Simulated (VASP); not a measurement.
# KCl (Sylvite) (Fm-3m) in VASP: a series of runs

One crystal, KCl (Sylvite), is run at these levels: LDA; tasks: phonons, dielectric tensor.

All numbers are computed with VASP 6.6.1; they aren't measurements. Logs are shortened: lines on timing, memory, paths and dates and some standing lists are left out, and cuts for length are marked.

**Measured values to compare with.**

A printed reference work, textbook reports, for a bulk crystal of KCl at 80 K: high-frequency dielectric constant 2.19.

The runs below are set against these values where they give the same quantity.

### Step 1. The crystal as given

Symmetry: Fm-3m, No. 225, cubic system. Conventional cell: a = 6.087 Å, b = 6.087 Å, c = 6.087 Å, α = 90.00°, β = 90.00°, γ = 90.00°. Around K (site symmetry m-3m) lie 6 Cl at 3.04 Å. Around Cl (site symmetry m-3m) lie 6 K at 3.04 Å.

### Step 2. Phonons, LDA, target pressure -1.5 GPa, at which the enthalpy is minimised

Contents of POSCAR:

```
KCl
1.0
    0.0000000000      3.0435491208      3.0435491208
    3.0435491208      0.0000000000      3.0435491208
    3.0435491208      3.0435491208      0.0000000000
  K               Cl
     1     1
Direct
     0.0000000000000000    0.0000000000000000    0.0000000000000000
     0.5000000000000000    0.5000000000000000    0.5000000000000000
```

Contents of INCAR.step1:

```
SYSTEM = KCl
ALGO = Normal
EDIFF = 1E-8
EDIFFG = -0.002
ENCUT = 600
IBRION = 2
ISIF = 3
ISMEAR = 0
LASPH = .True.
LCHARG = .False.
LREAL = .False.
LWAVE = .False.
NELM = 80
NSW = 40
PREC = Accurate
PSTRESS = -15.0
SIGMA = 0.03
```

Contents of INCAR.step2:

```
SYSTEM = KCl
ALGO = Normal
EDIFF = 1E-8
ENCUT = 600
IBRION = 6
ISIF = 2
ISMEAR = 0
LASPH = .True.
LCHARG = .False.
LREAL = .False.
LWAVE = .False.
NELM = 80
NFREE = 2
NSW = 1
POTIM = 0.015
PREC = Accurate
PSTRESS = -15.0
SIGMA = 0.03
```

Contents of KPOINTS:

```
k-points
0
Gamma
  8 8 8
  0 0 0
```

Potentials or basis: VASP PAW LDA potentials, release 64 (K_sv, Cl).

Run with:

```console
> cat potpaw_LDA.64/K_sv/POTCAR potpaw_LDA.64/Cl/POTCAR > POTCAR
> cp INCAR.step1 INCAR
> mpirun -np 1 vasp_std > vasp.out
> cp CONTCAR POSCAR
> cp INCAR.step2 INCAR
> mpirun -np 1 vasp_std > vasp.out
```

OUTCAR:

```text
SYSTEM = KCl
   EDIFF = 1E-8
   ENCUT = 600
   IBRION = 6
   ISIF = 2
   ISMEAR = 0
   LASPH = .True.
   LREAL = .False.
   NELM = 80
   NFREE = 2
   NSW = 1
   POTIM = 0.015
   PREC = Accurate
   PSTRESS = -15.0

 ion  position               nearest neighbor table
   1  0.000  0.000  0.000-   2 3.12   2 3.12   2 3.12   2 3.12   2 3.12   2 3.12
   2  0.500  0.500  0.500-   1 3.12   1 3.12   1 3.12   1 3.12   1 3.12   1 3.12

  LATTYP: Found a face centered cubic cell.
 ALAT       =     6.2395900106

  Lattice vectors:

 A1 = (   0.0000000000,   3.1197950053,   3.1197950053)
 A2 = (   3.1197950053,   0.0000000000,   3.1197950053)
 A3 = (   3.1197950053,   3.1197950053,   0.0000000000)

Analysis of symmetry for initial positions (statically):
=====================================================================
 Subroutine PRICEL returns:
 Original cell was already a primitive cell.

 Routine SETGRP: Setting up the symmetry group for a
 face centered cubic supercell.

 Subroutine GETGRP returns: Found 48 space group operations
 (whereof 48 operations were pure point group operations)
 out of a pool of 48 trial point group operations.

The static configuration has the point symmetry O_h .

Analysis of symmetry for dynamics (positions and initial velocities):
=====================================================================
 Subroutine PRICEL returns:
 Original cell was already a primitive cell.

 Routine SETGRP: Setting up the symmetry group for a
 face centered cubic supercell.

 Subroutine GETGRP returns: Found 48 space group operations
 (whereof 48 operations were pure point group operations)
 out of a pool of 48 trial point group operations.

The dynamic configuration has the point symmetry O_h .

 Subroutine INISYM returns: Found 48 space group operations
 (whereof 48 operations are pure point group operations),
 and found     1 'primitive' translations

----------------------------------------------------------------------------------------

                                     Primitive cell

  volume of cell :      60.7307

  direct lattice vectors                    reciprocal lattice vectors
     0.000000000  3.119795005  3.119795005    -0.160266940  0.160266940  0.160266940
     3.119795005  0.000000000  3.119795005     0.160266940 -0.160266940  0.160266940
     3.119795005  3.119795005  0.000000000     0.160266940  0.160266940 -0.160266940

  length of vectors
     4.412056408  4.412056408  4.412056408     0.277590483  0.277590483  0.277590483

  position of ions in fractional coordinates (direct lattice)
     0.000000000  0.000000000  0.000000000
     0.500000000  0.500000000  0.500000000

  ion indices of the primitive-cell ions
   primitive index   ion index
                 1           1
                 2           2

----------------------------------------------------------------------------------------

 KPOINTS: k-points

Automatic generation of k-mesh.
 Grid dimensions read from file:
 generate k-points for:    8    8    8

 Generating k-lattice:

  Cartesian coordinates                     Fractional coordinates (reciprocal lattice)
    -0.020033368  0.020033368  0.020033368     0.125000000  0.000000000  0.000000000
     0.020033368 -0.020033368  0.020033368     0.000000000  0.125000000  0.000000000
     0.020033368  0.020033368 -0.020033368     0.000000000  0.000000000  0.125000000

  Length of vectors
     0.034698810  0.034698810  0.034698810

  Shift w.r.t. Gamma in fractional coordinates (k-lattice)
     0.000000000  0.000000000  0.000000000

 Subroutine IBZKPT returns following result:
 ===========================================

 Found     29 irreducible k-points:

 Following reciprocal coordinates:
            Coordinates               Weight
  0.000000  0.000000  0.000000      1.000000
  0.125000  0.000000  0.000000      8.000000
  0.250000  0.000000  0.000000      8.000000
  0.375000  0.000000  0.000000      8.000000
  0.500000  0.000000  0.000000      4.000000
  0.125000  0.125000  0.000000      6.000000
[... 16 lines left out ...]
  0.500000  0.250000  0.125000     48.000000
 -0.375000  0.250000  0.125000     24.000000
 [... further k-points ...]
   k-points           NKPTS =     29   k-points in BZ     NKDIM =     29   number of bands    NBANDS=     12
   number of dos      NEDOS =    301   number of ions     NIONS =      2
   total plane-waves  NPLWV =  46656
   dimension x,y,z NGX =    36 NGY =   36 NGZ =   36
   dimension x,y,z NGXF=    72 NGYF=   72 NGZF=   72
   ions per type =               1   1
   NGX,Y,Z   is equivalent  to a cutoff of  13.56, 13.56, 13.56 a.u.
   NGXF,Y,Z  is equivalent  to a cutoff of  27.13, 27.13, 27.13 a.u.
 SYSTEM =  KCl
   PREC   = accura    normal or accurate (medium, high low for compatibility)
   ISTART =      0    job   : 0-new  1-cont  2-samecut
   ICHARG =      2    charge: 1-file 2-atom 10-const
   ISPIN  =      1    spin polarized calculation?
   LNONCOLLINEAR =      F non collinear calculations
   LSORBIT =      F    spin-orbit coupling
   LASPH  =      T    aspherical Exc in radial PAW
   ENCUT  =  600.0 eV  44.10 Ry    6.64 a.u.   8.81  8.81  8.81*2*pi/ulx,y,z
   NELM   =     80;   NELMIN=  2; NELMDL=  0     # of ELM steps
   EDIFF  = 0.1E-07   stopping-criterion for ELM
   LREAL  =      F    real-space projection
   EDIFFG = 0.1E-06   stopping-criterion for IOM
   NSW    =     61    number of steps for IOM
   IBRION =      6    ionic relax: 0-MD 1-quasi-New 2-CG
   NFREE  =      2    steps in history (QN), initial steepest desc. (CG)
   ISIF   =      2    stress and relaxation
   ISYM   =      2    0-nonsym 1-usesym 2-fastsym
   POTIM  = 0.0150    time-step for ionic-motion
   TEBEG  =    0.0;   TEEND  =   0.0 temperature during run
   PSTRESS=  -15.0 pullay stress
   NELECT =      16.0000    total number of electrons
   NUPDOWN=      -1.0000    fix difference up-down
   EMIN   =  10.00;   EMAX   =-10.00  energy-range for DOS
   EFERMI =   0.00;   METHOD = LEGACY
   ISMEAR =     0;   SIGMA  =   0.03  broadening in eV -4-tet -1-fermi 0-gaus
   EFERMI_NEDOS =   21; number of points for ismear=-14 and -15
   IALGO  =     38    algorithm
   IMIX   =      4    mixing-type and parameters
     AMIX     =   0.40;   BMIX     =  1.00
     AMIX_MAG =   1.60;   BMIX_MAG =  1.00
  volume/ion in A,a.u.               =      30.37       204.92
  Fermi-wavevector in a.u.,A,eV,Ry     =   1.049491  1.983251 14.985887  1.101432
  Thomas-Fermi vector in A             =   2.184456
   LORBIT       =      0    0 simple, 1 ext, 2 COOP (PROOUT), +10 PAW based schemes
   GGA     = CA    functional components
   LHFCALC =     F    Hartree Fock is set to
   AEXX    =    0.0000 exact exchange contribution
   IVDW    =     0    specifies the selected vdW correction
   LEPSILON=     F    determine dielectric tensor
   LRPA    =     F    only Hartree local field effects (RPA)
 finite differences with symmetry
 non-spin polarized calculation
 Gauss-broadening in eV      SIGMA  =   0.03
  energy-cutoff  :      600.00
  volume of cell :       60.73
 maximum number of plane-waves:      2085
   NGX = 17   NGY = 17   NGZ = 17

--------------------------------------- Ionic step        1  -------------------------------------------

 number of electron      16.0000002 magnetization

 Free energy of the ion-electron system (eV)
  ---------------------------------------------------
  ext. energy  EPLUGINS =         0.00000000
  ---------------------------------------------------
  free energy    TOTEN  =        -7.38657737 eV

  energy without entropy =       -7.38657737  energy(sigma->0) =       -7.38657737

------------------------ aborting loop because EDIFF is reached ----------------------------------------

  FORCE on cell =-STRESS in cart. coord.  units (eV):
  Direction    XX          YY          ZZ          XY          YZ          ZX
  --------------------------------------------------------------------------------------
  -------------------------------------------------------------------------------------
  Total       -0.5664952     -0.5664952     -0.5664952      0.0000000      0.0000000      0.0000000
  in kB      -14.9450934    -14.9450934    -14.9450934      0.0000000      0.0000000      0.0000000
  external PRESSURE =       0.0549066 kB  Pullay stress =     -15.0000000 kB
[... 137 lines left out ...]
  enthalpy is  TOTEN    =        -7.9550136759 eV   P V=       -0.5685764239

--------------------------------------- Ionic step        5  -------------------------------------------

 number of electron      16.0000001 magnetization

 Free energy of the ion-electron system (eV)
  ---------------------------------------------------
  ext. energy  EPLUGINS =         0.00000000
  ---------------------------------------------------
  free energy    TOTEN  =        -7.38643725 eV

  energy without entropy =       -7.38643725  energy(sigma->0) =       -7.38643725

 E-fermi :  -1.7827     XC(G=0):  -8.2165

 val. band max:       -1.9785238724   @ k =   0.0000   0.0000   0.0000
 cond. band min:       2.8542633996   @ k =   0.0000   0.0000   0.0000
 fundamental gap:      4.8327872720
 Fermi energy:        -1.7826675632

 k-point     1 :       0.0000    0.0000    0.0000
  band No.  band energies     occupation
      1     -28.7506      2.00000
      2     -14.0345      2.00000
      3     -12.4497      2.00000
      4     -12.4497      2.00000
      5     -12.4497      2.00000
      6      -1.9785      2.00000
      7      -1.9785      2.00000
      8      -1.9785      2.00000
      9       2.8543      0.00000
     10       6.1172      0.00000
     11       6.1173      0.00000
     12       6.1173      0.00000
[... 331 lines left out ...]
 k-point    24 :      -0.3750    0.2500    0.1250
  band No.  band energies     occupation
      1     -28.7350      2.00000
      2     -14.1418      2.00000
      3     -12.5161      2.00000
      4     -12.4896      2.00000
      5     -12.2854      2.00000
      6      -2.9160      2.00000
      7      -2.4246      2.00000
      8      -2.3492      2.00000
      9       5.5539      0.00000
     10       6.0832      0.00000
     11       7.8903      0.00000
     12       8.0019      0.00000

 [... further k-points ...]

------------------------ aborting loop because EDIFF is reached ----------------------------------------

  FORCE on cell =-STRESS in cart. coord.  units (eV):
  Direction    XX          YY          ZZ          XY          YZ          ZX
  --------------------------------------------------------------------------------------
  -------------------------------------------------------------------------------------
  Total       -0.5639901     -0.5663807     -0.5663807      0.0000000      0.0000000      0.0000000
  in kB      -14.8790057    -14.9420738    -14.9420738      0.0000000      0.0000000      0.0000000
  external PRESSURE =       0.0789489 kB  Pullay stress =     -15.0000000 kB
[... 17 lines left out ...]
  FREE ENERGIE OF THE ION-ELECTRON SYSTEM (eV)
  ---------------------------------------------------
  free  energy   TOTEN  =        -7.3864372541 eV

  energy  without entropy=       -7.3864372541  energy(sigma->0) =       -7.38643725

  enthalpy is  TOTEN    =        -7.9550136780 eV   P V=       -0.5685764239

 INTERNAL STRAIN TENSORS FROM DISPLACED ATOMS
 ============================================

 INTERNAL STRAIN TENSOR FOR ION    1 for displacements in x,y,z  (eV/Angst):
          X           Y           Z          XY          YZ          ZX
  --------------------------------------------------------------------------------
  x     0.00000     0.00000     0.00000     0.00000     0.00000     0.00000
  y     0.00000     0.00000     0.00000     0.00000     0.00000     0.00000
  z     0.00000     0.00000     0.00000     0.00000     0.00000     0.00000

 INTERNAL STRAIN TENSOR FOR ION    2 for displacements in x,y,z  (eV/Angst):
          X           Y           Z          XY          YZ          ZX
  --------------------------------------------------------------------------------
  x     0.00000     0.00000     0.00000     0.00000     0.00000     0.00000
  y     0.00000     0.00000     0.00000     0.00000     0.00000     0.00000
  z     0.00000     0.00000     0.00000     0.00000     0.00000     0.00000

 Eigenvectors and eigenvalues of the dynamical matrix
 ----------------------------------------------------

   1 f  =    4.031920 THz    25.333298 2PiTHz  134.490362 cm-1    16.674672 meV
             X         Y         Z           dx          dy          dz
      0.000000  0.000000  0.000000     0.000000    0.688633    0.000000
      3.119795  3.119795  3.119795     0.000000   -0.725110    0.000000

   2 f  =    4.031920 THz    25.333298 2PiTHz  134.490362 cm-1    16.674672 meV
             X         Y         Z           dx          dy          dz
      0.000000  0.000000  0.000000    -0.688633    0.000000    0.000000
      3.119795  3.119795  3.119795     0.725110    0.000000    0.000000
[... 11 lines left out ...]
   5 f/i=    0.005401 THz     0.033938 2PiTHz    0.180170 cm-1     0.022338 meV
             X         Y         Z           dx          dy          dz
      0.000000  0.000000  0.000000     0.000000   -0.725110    0.000000
      3.119795  3.119795  3.119795     0.000000   -0.688633    0.000000

   6 f/i=    0.005401 THz     0.033938 2PiTHz    0.180170 cm-1     0.022338 meV
             X         Y         Z           dx          dy          dz
      0.000000  0.000000  0.000000     0.000000    0.000000    0.725110
      3.119795  3.119795  3.119795     0.000000    0.000000    0.688633

 ELASTIC MODULI CONTR FROM IONIC RELAXATION (kBar)
 Direction    XX          YY          ZZ          XY          YZ          ZX
 --------------------------------------------------------------------------------
 XX           0.0000      0.0000      0.0000      0.0000      0.0000      0.0000
 YY           0.0000      0.0000      0.0000      0.0000      0.0000      0.0000
 ZZ           0.0000      0.0000      0.0000      0.0000      0.0000      0.0000
 XY           0.0000      0.0000      0.0000      0.0000      0.0000      0.0000
 YZ           0.0000      0.0000      0.0000      0.0000      0.0000      0.0000
 ZX           0.0000      0.0000      0.0000      0.0000      0.0000      0.0000
 --------------------------------------------------------------------------------
```

It took 92 s on 1 thread of Intel Xeon 6975P-C (Granite Rapids), shared host; peak memory 0.23 GiB.

What came out:

```
Relaxed volume                                          : 30.37 Å³/atom
Relaxed cell                                            : a = 4.412 Å, b = 4.412 Å, c = 4.412 Å, α = 60.00°, β = 60.00°, γ = 60.00°
Space group after relaxing (to 0.05 Å)                  : Fm-3m (No. 225)
Highest phonon frequency at Γ, LO-TO splitting left out : 134 cm⁻¹
```

The path:
```csv
step,energy change (eV),largest force (eV/Å),pressure (GPa),volume (Å³)
1,0.0000,0.0000,0.00,56.39
2,0.0059,0.0000,-0.84,58.57
3,0.0244,0.0000,-1.57,60.99
4,0.0220,0.0000,-1.50,60.73
```

Final structure:
```cif
data_structure
_symmetry_space_group_name_H-M 'P 1'
_symmetry_Int_Tables_number 1
_cell_length_a 4.4121
_cell_length_b 4.4121
_cell_length_c 4.4121
_cell_angle_alpha 60.000
_cell_angle_beta 60.000
_cell_angle_gamma 60.000
_cell_volume 60.73
loop_
_atom_site_label
_atom_site_type_symbol
_atom_site_fract_x
_atom_site_fract_y
_atom_site_fract_z
_atom_site_occupancy
K1 K 0.00000 0.00000 0.00000 1
Cl1 Cl 0.50000 0.50000 0.50000 1
```

Phonon frequencies in cm⁻¹ (negative: imaginary):
```tsv
q point	frequencies
(0.000, 0.000, 0.000)	0 0 0 134 134 134
```

(Part 1 of 3 ends here.)
